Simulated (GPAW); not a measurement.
Al2Cu (Khatyrkite):

```
Cu Al
1.0
    -3.03350    3.03350    2.43850
     3.03350   -3.03350    2.43850
     3.03350    3.03350   -2.43850
Cu Al
2 4
Cartesian
  0.0000 0.0000 1.2192
  0.0000 0.0000 3.6578
  0.9592 2.0743 0.0000
  -0.9592 2.0743 2.4385
  2.0743 0.9592 2.4385
  3.9927 0.9592 0.0000
```

```yaml
Program: GPAW 26.7.0
Task: relaxation of cell and atoms
Functional: PBEsol
Dispersion: D3(BJ)
Potentials_or_basis: PAW data sets generated in the run's folder for this functional
Cutoff: 600 eV
Basis: pw
k_mesh: 5 × 5 × 5
Occupations: fermi-dirac, width 0.05 eV
Spin: no spin polarisation
```

At the start: pressure -7.1 GPa; volume 14.96 Å³/atom.

Question: How do energy, volume and symmetry change on relaxing?

Answer: Over 10 steps the energy falls by 28.0 meV/atom and the volume is 13.95 Å³/atom (-6.8 %); space group I4/mcm (No. 140, to 0.05 Å).

Step by step:
```csv
step,energy change (eV),largest force (eV/Å),pressure (GPa),volume (Å³)
1,0.0000,0.0993,-7.13,89.76
2,-0.0204,0.0866,-6.72,89.33
3,-0.1581,0.1510,0.93,83.16
4,-0.1609,0.1041,-0.11,83.85
5,-0.1619,0.0885,-0.14,83.86
6,-0.1663,0.0264,0.11,83.64
7,-0.1665,0.0252,0.18,83.59
8,-0.1674,0.0137,0.33,83.50
9,-0.1679,0.0052,0.27,83.55
10,-0.1682,0.0005,0.08,83.69
```

Final structure:
```
Cu Al
1.0
    -2.98738    2.98738    2.34428
     2.98738   -2.98738    2.34428
     2.98738    2.98738   -2.34428
Cu Al
2 4
Direct
  0.25000 0.25000 0.00000
  0.75000 0.75000 0.00000
  0.34171 0.15829 0.50000
  0.84171 0.34171 0.18343
  0.65829 0.84171 0.50000
  0.15829 0.65829 0.81657
```

Caveat: with this Cu data set, volumes or pressures lay over 1.5 % or 2 GPa off other programs in two to four cells of ten; later steps reuse the first step's grids; pairwise dispersion overbinds metals, which lowers pressure and volume.
